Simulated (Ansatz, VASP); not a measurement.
PbSe (Clausthalite): VASP beside Ansatz

```
Pb Se
1.0
     0.00000    3.08092    3.08092
     3.08092    0.00000    3.08092
     3.08092    3.08092    0.00000
Pb Se
1 1
Direct
  0.00000 0.00000 0.00000
  0.50000 0.50000 0.50000
```

Change from the starting cell: volume scaled by 1.02.

Alike in both runs: task single point; functional PBE; k mesh 8 × 8 × 8; occupations fermi-dirac, width 0.05 eV; no spin polarisation.

|  | VASP | Ansatz |
| --- | --- | --- |
| version | VASP 6.6.1 | Ansatz 0.2.0 |
| potentials or method | VASP PAW PBE potentials, release 64 (Pb_d, Se) | Ansatz PAW |
| plane-wave cutoff (eV) | 520 | 420 |
| valence electrons in the cell | 20 | 30 |

VASP gave:

```
gap on the k mesh at the Fermi level (eV) : 0.36
least direct gap on the mesh (eV)         : 0.36
pressure (GPa)                            : 1.3
```

Task: Which values does Ansatz return?

Result: gap on the k mesh at the Fermi level (eV): 0.35; least direct gap on the mesh (eV): 0.35; pressure (GPa): 1.3.

The two sets of potentials don't hold the same shells in valence.

Caveats: spin-orbit coupling is left out, which as a rule narrows the gap of such compounds by several tenths of an eV. A k mesh can miss the band edges.
